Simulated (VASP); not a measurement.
Write the native input for VASP 6.6.1 that does the following.

```yaml
Task: relaxation of shape and atoms at fixed volume
Functional: r2SCAN
Potentials_or_basis: VASP PAW PBE potentials, release 64 (S, Hf_pv)
Cutoff: 520 eV
k_mesh: 12 × 12 × 1
Occupations: gaussian, width 0.05 eV
Spin: no spin polarisation
Dipole_correction: yes
Further_INCAR_settings: ALGO = Normal; EDIFF = 1e-07; IBRION = 2; EDIFFG = -0.003; NSW = 100; ISIF = 4
```

The structure of HfS2 lies in POSCAR:

```
HfS2
1.0
    3.6396641800      0.0000000000      0.0000000000
   -1.8198320900      3.1520416400      0.0000000000
    0.0000000000      0.0000000000     20.8588062100
S Hf
2 1
Direct
    0.6666666700      0.3333333300      0.4314724395
    0.3333333300      0.6666666700      0.5685275605
    0.0000000000      0.0000000000      0.5000000000
```

The input as run:

INCAR

```
SYSTEM = HfS2
PREC = Accurate
ENCUT = 520
EDIFF = 1E-7
ISMEAR = 0
SIGMA = 0.05
LREAL = .False.
LASPH = .True.
NELM = 100
ALGO = Normal
ISIF = 4
LWAVE = .False.
LCHARG = .False.
LDIPOL = .True.
IDIPOL = 3
DIPOL = 0.5 0.5 0.500
METAGGA = R2SCAN
LMIXTAU = .True.
IBRION = 2
NSW = 100
EDIFFG = -0.003
```

KPOINTS

```
regular mesh
0
Gamma
  12 12 1
  0 0 0
```

Potentials or basis: VASP PAW PBE potentials, release 64 (S, Hf_pv).

Command:

```bash
$ cat potpaw_PBE.64/S/POTCAR potpaw_PBE.64/Hf_pv/POTCAR > POTCAR
$ mpirun -np 1 vasp_std > vasp.out
```

Results of the run:

* Energy gained by relaxing: 0.0 meV/atom
* Ionic steps: 2
* Band gap on the k mesh: 1.70 eV, indirect (least direct gap 2.44 eV)

Caveat: spin-orbit coupling is left out, which moves the levels of the heavy elements.

Run time: 16 min on 1 thread of Intel(R) Xeon(R) 6975P-C (Granite Rapids), with other jobs on the host, peak memory 0.43 GiB.
